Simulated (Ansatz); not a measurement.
**Hg (bcc)**

Method: PBE, scalar-relativistic; no spin polarisation; PAW, 420 eV, Γ-centred 16×16×16 mesh, 0.05 eV Gaussian smearing; code Ansatz; PAW files: Ansatz's generated set soft_2.

```
Hg
1.0
    -1.95285    1.95285    1.95285
     1.95285   -1.95285    1.95285
     1.95285    1.95285   -1.95285
Hg
1
Cartesian
  0.0000 0.0000 0.0000
```

At room temperature Hg is liquid, and it freezes in another structure.

The cell is relaxed to zero pressure at this level.

Path: Γ–H–N–Γ–P–H | P–N, with Γ = (0.000, 0.000, 0.000), H = (0.500, -0.500, 0.500), N = (0.000, 0.000, 0.500), P = (0.250, 0.250, 0.250) in reciprocal vectors of the calculation's cell.

Question: Is it a metal or an insulator, and if it has a gap, where are the band edges on this path?

Answer: A metal: bands cross the Fermi level.

Bands as a text map, energy in eV from the Fermi level (dashes), each leg drawn with the same width:
```
  3.71 |       *                           * **      
  3.43 |        *                         *  *       
  3.14 |                            *       *        
  2.86 |                *                *   *       
  2.57 |         *                *  *  *            
  2.29 |                           *  **             
  2.00 |                                      *      
  1.71 |       *  *                        *         
  1.43 |                                       *     
  1.14 |        *                                    
  0.86 |           *   *                  *          
  0.57 |      *                                 *    
  0.29 |         *  *                            *   
  0.00 |---------------------------------*-----------
 -0.29 |             *                            ** 
 -0.57 |          *   *                 *           *
 -0.86 |                               *             
 -1.14 |           *                ***     ***      
 -1.43 |     *      *              *           ***   
 -1.71 |             **                           ***
 -2.00 |                                             
 -2.29 |                                             
 -2.57 |                          *                  
 -2.86 |               *                             
 -3.14 |                                             
 -3.43 |    *                                        
 -3.71 |                                             
 -4.00 |                *        *                   
        Γ      H      N      Γ      P      HP       N
```

For elements this heavy, spin–orbit coupling would shift levels and gaps; it isn't included here.
